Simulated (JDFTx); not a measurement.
# BP (F-43m) in JDFTx: convergence with k mesh

Aim: find how far k mesh must go before the results for BP settle, at PBEsol. This setting moves, with any that are tied to it; all else stays.

Program: JDFTx 1.7.0 (patched build). These are calculated values, not measurements. Logs are shortened: lines on timing, memory, paths and dates and some standing lists are left out, and cuts for length are marked. The log counts tension as positive stress, the text compression.

## (1) The crystal as given

The structure is cubic, space group F-43m (No. 216). Conventional cell: a = 4.538 Å, b = 4.538 Å, c = 4.538 Å, α = 90.00°, β = 90.00°, γ = 90.00°. P (site symmetry -43m) is surrounded by 4 B at 1.97 Å. B (site symmetry -43m) is surrounded by 4 P at 1.97 Å.

## (2) With k mesh 2 × 2 × 2

File BP.in:

```
include BP.lattice
coords-type Lattice
include BP.ionpos

ion-species pseudo/P.upf
ion-species pseudo/B.upf
elec-cutoff 38 304
elec-ex-corr gga-PBEsol
kpoint-folding 2 2 2
elec-smearing Fermi 0.0018374661
elec-n-bands 9
electronic-SCF nIterations 100 energyDiffThreshold 1e-09
electronic-minimize nIterations 30 energyDiffThreshold 1e-7
converge-empty-states yes
forces-output-coords Cartesian

dump-name run.$VAR
dump End Ecomponents EigStats BandEigs Kpoints Forces Stress
```

File BP.lattice:

```
lattice \
    0.0000000000     4.2877885768     4.2877885768 \
    4.2877885768     0.0000000000     4.2877885768 \
    4.2877885768     4.2877885768     0.0000000000
```

File BP.ionpos:

```
ion P      0.7500000000     0.7500000000     0.7500000000 1
ion B      0.0000000000     0.0000000000     0.0000000000 1
```

Potentials or basis: PseudoDojo-SR-PBEsol-0.4.1-standard.

Started as:

```console
$ jdftx -c 1 -i BP.in -o BP.out
```

Wall time 5.6 s (1 thread of Arm Neoverse V1, shared host); peak memory 0.07 GiB.

Results:

- Free energy: -255.3053 eV
- Pressure: 13.5 GPa
- Band gap on the k mesh: 1.02 eV, indirect (least direct gap 3.20 eV)
- Loewdin charges: P +0.74; B -0.68 e

## (3) With k mesh 3 × 3 × 3

Changes to BP.in since step 2:

```diff
@@ -8,3 +8,3 @@
 elec-ex-corr gga-PBEsol
-kpoint-folding 2 2 2
+kpoint-folding 3 3 3
 elec-smearing Fermi 0.0018374661
```

BP.lattice is that of step 2.

BP.ionpos is that of step 2.

Potentials or basis: PseudoDojo-SR-PBEsol-0.4.1-standard.

Started as:

```console
$ jdftx -c 1 -i BP.in -o BP.out
```

It took 6.6 s on 1 thread of Arm Neoverse V1, shared host; peak memory 0.07 GiB.

What came out:

```yaml
Free_energy: -257.5972 eV
Pressure: 1.7 GPa
Band_gap_on_the_k_mesh: 1.23 eV, indirect (least direct gap 3.31 eV)
Loewdin_charges: P +0.71; B -0.66 e
```

## (4) With k mesh 4 × 4 × 4

Changes to BP.in since step 3:

```diff
@@ -8,3 +8,3 @@
 elec-ex-corr gga-PBEsol
-kpoint-folding 3 3 3
+kpoint-folding 4 4 4
 elec-smearing Fermi 0.0018374661
```

BP.lattice is that of step 3.

BP.ionpos is that of step 3.

Started as:

```console
$ jdftx -c 1 -i BP.in -o BP.out
```

Run time: 11 s. Hardware: 1 thread of Arm Neoverse V1, shared host; peak memory 0.07 GiB.

What came out:

```yaml
Free_energy: -258.0617 eV
Pressure: -0.8 GPa
Band_gap_on_the_k_mesh: 1.21 eV, indirect (least direct gap 3.34 eV)
Loewdin_charges: P +0.71; B -0.66 e
```

## (5) With k mesh 5 × 5 × 5

Changes to BP.in since step 4:

```diff
@@ -8,3 +8,3 @@
 elec-ex-corr gga-PBEsol
-kpoint-folding 4 4 4
+kpoint-folding 5 5 5
 elec-smearing Fermi 0.0018374661
```

BP.lattice is that of step 4.

BP.ionpos is that of step 4.

Started as:

```console
$ jdftx -c 1 -i BP.in -o BP.out
```

Wall time 12 s (1 thread of Arm Neoverse V1, shared host); peak memory 0.07 GiB.

Results:

```yaml
Free_energy: -258.1844 eV
Pressure: -1.5 GPa
Band_gap_on_the_k_mesh: 1.13 eV, indirect (least direct gap 3.35 eV)
Loewdin_charges: P +0.71; B -0.66 e
```

## (6) With k mesh 6 × 6 × 6

Changes to BP.in since step 5:

```diff
@@ -8,3 +8,3 @@
 elec-ex-corr gga-PBEsol
-kpoint-folding 5 5 5
+kpoint-folding 6 6 6
 elec-smearing Fermi 0.0018374661
```

BP.lattice is that of step 5.

BP.ionpos is that of step 5.

Potentials or basis: PseudoDojo-SR-PBEsol-0.4.1-standard.

Started as:

```console
$ jdftx -c 1 -i BP.in -o BP.out
```

Wall time 18 s (1 thread of Arm Neoverse V1, shared host); peak memory 0.07 GiB.

Results (log left out):

- Free energy: -258.2212 eV
- Pressure: -1.8 GPa
- Band gap on the k mesh: 1.23 eV, indirect (least direct gap 3.36 eV)
- Loewdin charges: P +0.71; B -0.66 e

## (7) With k mesh 8 × 8 × 8

Changes to BP.in since step 6:

```diff
@@ -8,3 +8,3 @@
 elec-ex-corr gga-PBEsol
-kpoint-folding 6 6 6
+kpoint-folding 8 8 8
 elec-smearing Fermi 0.0018374661
```

BP.lattice is that of step 6.

BP.ionpos is that of step 6.

Started as:

```console
$ jdftx -c 1 -i BP.in -o BP.out
```

It took 31 s on 1 thread of Arm Neoverse V1, shared host; peak memory 0.08 GiB.

Results (log left out):

| Quantity | Value |
| --- | --- |
| Free energy | -258.2372 eV |
| Pressure | -1.9 GPa |
| Band gap on the k mesh | 1.17 eV, indirect (least direct gap 3.36 eV) |
| Loewdin charges | P +0.71; B -0.66 e |

## (8) With k mesh 10 × 10 × 10

Changes to BP.in since step 7:

```diff
@@ -8,3 +8,3 @@
 elec-ex-corr gga-PBEsol
-kpoint-folding 8 8 8
+kpoint-folding 10 10 10
 elec-smearing Fermi 0.0018374661
```

BP.lattice is that of step 7.

BP.ionpos is that of step 7.

Started as:

```console
$ jdftx -c 1 -i BP.in -o BP.out
```

It took 48 s on 1 thread of Arm Neoverse V1, shared host; peak memory 0.08 GiB.

The run converged. Its results:

```yaml
Free_energy: -258.2393 eV
Pressure: -1.9 GPa
Band_gap_on_the_k_mesh: 1.14 eV, indirect (least direct gap 3.36 eV)
Loewdin_charges: P +0.71; B -0.66 e
```

## (9) With k mesh 12 × 12 × 12

Changes to BP.in since step 8:

```diff
@@ -8,3 +8,3 @@
 elec-ex-corr gga-PBEsol
-kpoint-folding 10 10 10
+kpoint-folding 12 12 12
 elec-smearing Fermi 0.0018374661
```

BP.lattice is that of step 8.

BP.ionpos is that of step 8.

Potentials or basis: PseudoDojo-SR-PBEsol-0.4.1-standard.

Started as:

```console
$ jdftx -c 1 -i BP.in -o BP.out
```

Standard output:

```text
*************** JDFTx 1.7.0 (patched build) ***************

Input parsed successfully to the following command list (including defaults):
[... the input with its defaults ...]

---------- Setting up symmetries ----------

Found 48 point-group symmetries of the bravais lattice
Found 24 space-group symmetries with basis
Applied RMS atom displacement 0 bohrs to make symmetries exact.

---------- Initializing the Grid ----------
R =
[            0      4.28779      4.28779  ]
[      4.28779            0      4.28779  ]
[      4.28779      4.28779            0  ]
unit cell volume = 157.663
G =
[  -0.732684   0.732684   0.732684  ]
[   0.732684  -0.732684   0.732684  ]
[   0.732684   0.732684  -0.732684  ]
Minimum fftbox size, Smin = [  48  48  48  ]
Chosen fftbox size, S = [  48  48  48  ]

---------- Initializing tighter grid for wavefunction operations ----------
R =
[            0      4.28779      4.28779  ]
[      4.28779            0      4.28779  ]
[      4.28779      4.28779            0  ]
unit cell volume = 157.663
G =
[  -0.732684   0.732684   0.732684  ]
[   0.732684  -0.732684   0.732684  ]
[   0.732684   0.732684  -0.732684  ]
Minimum fftbox size, Smin = [  36  36  36  ]
Chosen fftbox size, S = [  36  36  36  ]

---------- Exchange Correlation functional ----------
Initalized PBEsol GGA exchange.
Initalized PBEsol GGA correlation.

---------- Setting up pseudopotentials ----------
Width of ionic core gaussian charges (only for fluid interactions / plotting) set to 0

Reading pseudopotential file 'pseudo/P.upf':
  'P' pseudopotential, 'PBESOL' functional
  Generated using ONCVPSP code by D. R. Hamann
  5 valence electrons, 2 orbitals, 6 projectors, 1001 radial grid points, with lMax = 2
    3S    l: 0   occupation:  2.0   eigenvalue: -0.511448
    3P    l: 1   occupation:  3.0   eigenvalue: -0.201377
  Core radius for overlap checks: 1.66 bohrs.

Reading pseudopotential file 'pseudo/B.upf':
  'B' pseudopotential, 'PBESOL' functional
  Generated using ONCVPSP code by D. R. Hamann
  3 valence electrons, 2 orbitals, 4 projectors, 1001 radial grid points, with lMax = 1
    2S    l: 0   occupation:  2.0   eigenvalue: -0.344017
    2P    l: 1   occupation:  1.0   eigenvalue: -0.130657
  Core radius for overlap checks: 1.18 bohrs.

Initialized 2 species with 2 total atoms.

Folded 1 k-points by 12x12x12 to 1728 k-points.

---------- Setting up k-points, bands, fillings ----------
Adding inversion symmetry to k-mesh for non-inversion-symmetric unit cell.
Reduced to 72 k-points under symmetry.
Computing the number of bands and number of electrons
Calculating initial fillings.
nElectrons:   8.000000   nBands: 9   nStates: 72

----- Setting up reduced wavefunction bases (one per k-point) -----
average nbasis = 1763.280 , ideal nbasis = 1764.004

---------- Setting up ewald sum ----------
Optimum gaussian width for ewald sums = 1.947439 bohr.
Real space sum over 1331 unit cells with max indices [  5  5  5  ]
Reciprocal space sum over 2197 terms with max indices [  6  6  6  ]

---------- Allocating electronic variables ----------
Initializing wave functions:  linear combination of atomic orbitals
Note: number of bands (9) exceeds available atomic orbitals (8)
P pseudo-atom occupations:   s ( 2 )  p ( 3 )
B pseudo-atom occupations:   s ( 2 )  p ( 1 )
	FillingsUpdate:  mu: +0.395617863  nElectrons: 8.000000
LCAOMinimize: Iter:   0  F: -9.4100041912353998  |grad|_K:  3.304e-03  alpha:  1.000e+00
	FillingsUpdate:  mu: +0.389764849  nElectrons: 8.000000
LCAOMinimize: Iter:   1  F: -9.4241020892608187  |grad|_K:  1.421e-04  alpha:  4.594e-01  linmin:  4.856e-01  cgtest: -6.074e-01
	FillingsUpdate:  mu: +0.389480645  nElectrons: 8.000000
[... 6 lines of inner loops ...]
LCAOMinimize: Iter:   4  F: -9.4241452460102764  |grad|_K:  2.655e-08  alpha:  9.415e-01  linmin:  1.240e-03  cgtest: -3.308e-03
	FillingsUpdate:  mu: +0.389651103  nElectrons: 8.000000
LCAOMinimize: Iter:   5  F: -9.4241452460113742  |grad|_K:  8.183e-09  alpha:  5.446e-01  linmin: -9.611e-03  cgtest:  2.096e-02
LCAOMinimize: Converged (|Delta F|<1.000000e-06 for 2 iters).

-------- Electronic minimization -----------
Will mix electronic density at each iteration.
	FillingsUpdate:  mu: +0.389651103  nElectrons: 8.000000
	FillingsUpdate:  mu: +0.349354610  nElectrons: 8.000000
SCF: Cycle:  0   F: -9.487803076182239   dF: -6.366e-02   |Residual|: 6.406e-02   |deigs|: 1.649e-01
	FillingsUpdate:  mu: +0.353055858  nElectrons: 8.000000
SCF: Cycle:  1   F: -9.489775194003618   dF: -1.972e-03   |Residual|: 3.524e-02   |deigs|: 1.235e-02
	FillingsUpdate:  mu: +0.358031409  nElectrons: 8.000000
SCF: Cycle:  2   F: -9.490119453895804   dF: -3.443e-04   |Residual|: 3.299e-03   |deigs|: 5.828e-03
	FillingsUpdate:  mu: +0.358275560  nElectrons: 8.000000
SCF: Cycle:  3   F: -9.490126351787046   dF: -6.898e-06   |Residual|: 1.699e-03   |deigs|: 1.562e-03
	FillingsUpdate:  mu: +0.358510473  nElectrons: 8.000000
SCF: Cycle:  4   F: -9.490127492762831   dF: -1.141e-06   |Residual|: 3.859e-04   |deigs|: 5.359e-04
	FillingsUpdate:  mu: +0.358514961  nElectrons: 8.000000
SCF: Cycle:  5   F: -9.490127920840266   dF: -4.281e-07   |Residual|: 1.262e-04   |deigs|: 4.269e-04
	FillingsUpdate:  mu: +0.358505749  nElectrons: 8.000000
SCF: Cycle:  6   F: -9.490128022421599   dF: -1.016e-07   |Residual|: 3.896e-05   |deigs|: 3.329e-04
	FillingsUpdate:  mu: +0.358511921  nElectrons: 8.000000
SCF: Cycle:  7   F: -9.490128061459552   dF: -3.904e-08   |Residual|: 2.075e-05   |deigs|: 2.380e-04
	FillingsUpdate:  mu: +0.358513022  nElectrons: 8.000000
SCF: Cycle:  8   F: -9.490128074502966   dF: -1.304e-08   |Residual|: 7.038e-06   |deigs|: 3.555e-04
	FillingsUpdate:  mu: +0.358512656  nElectrons: 8.000000
SCF: Cycle:  9   F: -9.490128079628869   dF: -5.126e-09   |Residual|: 3.957e-06   |deigs|: 2.547e-04
	FillingsUpdate:  mu: +0.358512429  nElectrons: 8.000000
SCF: Cycle: 10   F: -9.490128081260783   dF: -1.632e-09   |Residual|: 6.713e-07   |deigs|: 1.960e-04
	FillingsUpdate:  mu: +0.358512315  nElectrons: 8.000000
SCF: Cycle: 11   F: -9.490128081988029   dF: -7.272e-10   |Residual|: 1.420e-06   |deigs|: 5.590e-04
	FillingsUpdate:  mu: +0.358512283  nElectrons: 8.000000
SCF: Cycle: 12   F: -9.490128082196989   dF: -2.090e-10   |Residual|: 1.155e-06   |deigs|: 3.434e-04
SCF: Converged (|Delta E|<1.000000e-09 for 2 iters).

Setting wave functions to eigenvectors of Hamiltonian
Converging empty states (this may take a while):
EmptyStates: None of the convergence criteria satisfied.
|deigs|: 1.302e-03

# Stress tensor in Cartesian coordinates [Eh/a0^3]:
[  6.50534e-05            0            0  ]
[            0  6.50534e-05            0  ]
[            0            0  6.50534e-05  ]

# Ionic positions in lattice coordinates:
ion P   0.750000000000000   0.750000000000000   0.750000000000000 1
ion B   0.000000000000000   0.000000000000000   0.000000000000000 1

# Forces in Cartesian coordinates:
force P  -0.000000000000000   0.000000000000000   0.000000000000000 1
force B  -0.000000000000000   0.000000000000000  -0.000000000000000 1

# Energy components:
   Eewald =      -10.4916197707563548
       EH =        0.6183002868723541
     Eloc =       -2.4245811500546082
      Enl =        1.0829188488970476
      Exc =       -3.3012479615166681
 Exc_core =        0.4000206053792706
       KE =        4.6260810621943573
-------------------------------------
     Etot =       -9.4901280789846005
       TS =        0.0000000032123880
-------------------------------------
        F =       -9.4901280821969891

IonicMinimize: Iter:   0  F: -9.490128082196989  |grad|_K:  6.040e-37
IonicMinimize: Converged (|grad|_K<1.000000e-04).

#--- Lowdin population analysis ---
# oxidation-state P +0.712
# oxidation-state B -0.657

Dumping 'run.eigStats' ...
	eMin: -0.231156 at state 0 ( [ +0.000000 +0.000000 +0.000000 ] spin 0 )
	HOMO: +0.338293 at state 0 ( [ +0.000000 +0.000000 +0.000000 ] spin 0 )
	mu  : +0.358512
	LUMO: +0.379915 at state 39 ( [ +0.000000 +0.416667 +0.416667 ] spin 0 )
	eMax: +0.894247 at state 42 ( [ +0.000000 +0.500000 +0.500000 ] spin 0 )
	HOMO-LUMO gap: +0.041622
	Optical gap  : +0.123481 at state 0 ( [ +0.000000 +0.000000 +0.000000 ] spin 0 )
WARNING: the last solve of the electrons (or of bands or displaced states from it) ended unconverged.
Done!
[note: mu as printed may lie anywhere between the filled and the empty levels]
```

Wall time 73 s (1 thread of Arm Neoverse V1, shared host); peak memory 0.11 GiB.

Results:

```
Free energy            : -258.2395 eV
Pressure               : -1.9 GPa
Band gap on the k mesh : 1.13 eV, indirect (least direct gap 3.36 eV)
Loewdin charges        : P +0.71; B -0.66 e
```

## (10) The series at a glance

| k mesh | energy less the tightest run, at zero smearing (meV/atom) | pressure (GPa) | gap on the mesh (eV) | SCF cycles | CPU time (s) | peak memory (GiB) |
| --- | --- | --- | --- | --- | --- | --- |
| 2 × 2 × 2 | 1467.15 | 13.51 | 1.017 | 12 | 5.6 | 0.07 |
| 3 × 3 × 3 | 321.16 | 1.66 | 1.227 | 12 | 6.6 | 0.07 |
| 4 × 4 × 4 | 88.91 | -0.82 | 1.209 | 13 | 11 | 0.07 |
| 5 × 5 × 5 | 27.56 | -1.54 | 1.129 | 13 | 12 | 0.07 |
| 6 × 6 × 6 | 9.16 | -1.78 | 1.230 | 13 | 18 | 0.07 |
| 8 × 8 × 8 | 1.15 | -1.90 | 1.169 | 13 | 31 | 0.08 |
| 10 × 10 × 10 | 0.14 | -1.91 | 1.138 | 13 | 48 | 0.08 |
| 12 × 12 × 12 | 0.00 | -1.91 | 1.133 | 13 | 73 | 0.11 |

Against the tightest run, the energy stays within 1 meV/atom from 10 × 10 × 10 on; the pressure stays within 0.1 GPa from 8 × 8 × 8 on; the gap on the mesh stays within 0.01 eV from 10 × 10 × 10 on. Meshes of other sizes hit other points, so gaps and Fermi surfaces needn't settle smoothly. The tightest run that finished is the yardstick and may itself not be fully converged.

Caveats: the empty levels aren't tightly converged.
